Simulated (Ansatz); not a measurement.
TiAl: do energies and stresses tell the same story?

Method: DFT PBE, scalar-relativistic, plane waves, PAW in Ansatz 0.2.0.

Cutoff 420 eV; k points 14×14×14 on the computed 2-atom cell (Γ-centred); Gaussian smearing, width 0.10 eV; no spin polarisation.

Relaxed cell: Pm-3m, a = 3.186 Å, b = 3.186 Å, c = 3.186 Å, α = 90.00°, β = 90.00°, γ = 90.00°, 2 atoms in the primitive cell.

Energies at zero smearing and pressures from the stress tensor, at volumes with shape and atoms relaxed:
```
V (Å³/atom) E − E(first) (meV/atom) P (GPa)
     14.234                     0.00    18.35
     14.719                   -46.66    12.68
     15.204                   -77.39     7.80
     15.689                   -94.42     3.61
     16.175                   -99.66     0.00
     16.660                   -94.75    -3.11
     17.145                   -81.09    -5.78
     17.792                   -51.39    -8.76
```

Check P = −dE/dV between neighbouring volumes, and get the bulk modulus from the pressures alone.

With 1 eV/Å³ = 160.2 GPa:
| middle V (Å³/atom) | −ΔE/ΔV (GPa) | mean P (GPa) |
| --- | --- | --- |
| 14.476 | 15.405 | 15.516 |
| 14.961 | 10.147 | 10.242 |
| 15.447 | 5.624 | 5.707 |
| 15.932 | 1.731 | 1.805 |
| 16.417 | -1.623 | -1.553 |
| 16.902 | -4.508 | -4.441 |
| 17.468 | -7.356 | -7.268 |

The two differ by 0.11 GPa at most. The mean of two end pressures misses the average over a step by about ΔV² P″/12, up to 0.07 GPa here; with that taken off 0.04 GPa remains. The stress is the derivative of the free energy, not of the energy at zero smearing, and with free energies 0.00 GPa remains. Around V = 16.175 Å³/atom, the two neighbours give B = −V ΔP/ΔV = 16.175 × 6.72 / 0.970 = 111.9 GPa, against B0 = 111.5 GPa from the Birch–Murnaghan fit of the energies.